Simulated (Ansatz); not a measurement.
Something may be wrong with this Ansatz 0.2.0 calculation of Cs2AgBiBr6.

input.yaml

```yaml
crystal:
  lattice:
    - [0.0, 5.6161, 5.6161]
    - [5.6161, 0.0, 5.6161]
    - [5.6161, 5.6161, 0.0]
  atoms:
    - { symbol: Bi, position: [0.0, 0.0, 0.0] }
    - { symbol: Cs, position: [0.75, 0.75, 0.75] }
    - { symbol: Cs, position: [0.25, 0.25, 0.25] }
    - { symbol: Ag, position: [0.5, 0.5, 0.5] }
    - { symbol: Br, position: [0.74945, 0.74945, 0.25055] }
    - { symbol: Br, position: [0.25055, 0.25055, 0.74945] }
    - { symbol: Br, position: [0.74945, 0.25055, 0.25055] }
    - { symbol: Br, position: [0.74945, 0.25055, 0.74945] }
    - { symbol: Br, position: [0.25055, 0.74945, 0.74945] }
    - { symbol: Br, position: [0.25055, 0.74945, 0.25055] }
hamiltonian:
  xc: pbesol
  pseudopotentials: { kind: paw }
kpoints:
  mp_grid: { grid: [0, 4, 4] }
scf:
  occupations: { method: fermi_dirac, width: 0.05 }
  n_extra_bands: 25
  max_iter: 60
output:
  forces: true
  stress: true
  eigenvalues: true
  dos: { projected: true, de: 0.05, nscf_kmesh: { grid: [6, 6, 6] } }
```

Potentials or basis: Ansatz PAW.

Run with:

```sh
$ ansatz run input.yaml --threads 4 --pin off --max-ram 11264MiB --backend cpu --events-out ev --progress --plain --runs-dir out
```

Output:

```text
Error: invalid value for `kpoints.mp_grid.grid`: each dimension must be in 1..=255
```

**Question.** Diagnose the run.

**Answer.** The program refused the input. The input holds a flaw that was put in on purpose: a mesh with a zero or a mesh and a spacing (kpoints.mp_grid.grid = [0, 4, 4]).

A sound run on the same cell differs in these lines of the main input:
```diff
@@ -21 +21 @@
-  mp_grid: { grid: [0, 4, 4] }
+  mp_grid: { grid: [4, 4, 4] }
@@ -25 +24,0 @@
-  max_iter: 60
```
